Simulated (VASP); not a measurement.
A run of VASP 6.6.1 is set up as follows.

The input INCAR:

```
SYSTEM = Nb
ALGO = Normal
EDIFF = 1E-6
EDIFFG = -0.02
ENCUT = 600
GGA = PS
IBRION = 2
ISIF = 3
ISMEAR = -1
LASPH = .True.
LCHARG = .False.
LREAL = .False.
LWAVE = .False.
NELM = 60
NSW = 40
PREC = Accurate
SIGMA = 0.05
```

KPOINTS

```
k-points
0
Gamma
  10 10 10
  0 0 0
```

Contents of POSCAR:

```
Nb
1.0
   -1.6639500000      1.6639500000      1.6639500000
    1.6639500000     -1.6639500000      1.6639500000
    1.6639500000      1.6639500000     -1.6639500000
Nb
1
Direct
    0.0000000000      0.0000000000      0.0000000000
```

Potentials or basis: VASP PAW PBE potentials, release 64 (Nb_sv).

The run is started by

```console
$ cat potpaw_PBE.64/Nb_sv/POTCAR > POTCAR
$ mpirun -np 1 vasp_std > vasp.out
```

Predict the band gap on the k mesh.

none (metal or under the smearing width).

What does it give for the space group after relaxing (to 0.05 Å)?

Im-3m (No. 229).

Final structure:
```xyz
1
Lattice="-1.6353 1.6353 1.6353 1.6353 -1.6353 1.6353 1.6353 1.6353 -1.6353" Properties=species:S:1:pos:R:3 pbc="T T T"
Nb    0.0000    0.0000    0.0000
```
